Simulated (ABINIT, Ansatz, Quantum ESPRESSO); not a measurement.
# The band gap of Ga2O3, sorted by core time

```
Ga O
1.0
     6.10700   -1.51855    0.00000
     6.10700    1.51855    0.00000
    -1.38599    0.00000    5.63001
Ga O
4 6
Direct
  0.34134 0.34134 0.68598
  0.65866 0.65866 0.31402
  0.90950 0.90950 0.20540
  0.09050 0.09050 0.79460
  0.50410 0.50410 0.74340
  0.49590 0.49590 0.25660
  0.82670 0.82670 0.43680
  0.17330 0.17330 0.56320
  0.83550 0.83550 0.89020
  0.16450 0.16450 0.10980
```

```tsv
rung	level	program and potentials	cutoff (eV)	k mesh	task	core time	chip	band gap (eV)	notes
LDA	LDA	ABINIT, JTH PAW LDA v2.0	626	4 × 4 × 2	single point	3.7 min	Arm Neoverse V2	2.32	coarse mesh; 8.8 valence electrons an atom on average
GGA	PBE	Ansatz, PseudoDojo standard (PBE files)	1143	9 × 9 × 5	band structure	4.3 min	Arm Neoverse V2	2.47	8.8 valence electrons an atom on average
GGA	PBE	ABINIT, JTH PAW PBE v2.0	626	5 × 5 × 3	band structure	10 min	Arm Neoverse V2	2.44	8.8 valence electrons an atom on average
LDA	LDA	ABINIT, JTH PAW LDA v2.0	626	5 × 5 × 3	band structure	10 min	Arm Neoverse V2	2.34	8.8 valence electrons an atom on average
GGA	PBEsol	ABINIT, JTH PAW PBE v2.0	626	5 × 5 × 3	band structure	11 min	Arm Neoverse V2	2.34	potentials made for PBE; 8.8 valence electrons an atom on average
LDA	LDA	Quantum ESPRESSO, GBRV 1.5 LDA	762	8 × 8 × 4	band structure	29 min	Intel Xeon Platinum 8259CL Skylake/Cascade Lake	2.35	11.2 valence electrons an atom on average
GGA	PBEsol	Quantum ESPRESSO, GBRV 1.5 PBEsol	612	9 × 9 × 5	band structure	35 min	Arm Neoverse V1	2.37	11.2 valence electrons an atom on average
```

Times are single runs on shared hosts and different chips, so they are rough; meshes, cutoffs and the tasks' sizes weigh on the time. All rows: no spin polarisation. Gaps are the least found on the k mesh or the band path, and a mesh can miss the band edges. The cell comes from a database and isn't always the measured one. Meshes differ between rows, which moves values too. All levels ran on this one cell, unrelaxed unless noted. Meshes are those of the run's cell of 10 atoms unless a note names another. Misses use the values as printed. Runs on faulty files, with rough fits or with known faults for this quantity aren't shown. No row holds spin-orbit coupling.

Measured: 5.04 eV (arxiv:1704.06711).

**Question.** Which of the timed runs without a coarse mesh or an atomic basis is the cheapest that comes within 0.3 eV of the measured band gap?

**Answer.** None of them does; the nearest misses by -2.57 eV. LDA and GGA gaps fall short mostly because these functionals lack the derivative discontinuity; the runs are for a static lattice, while measurements hold temperature and zero-point motion.
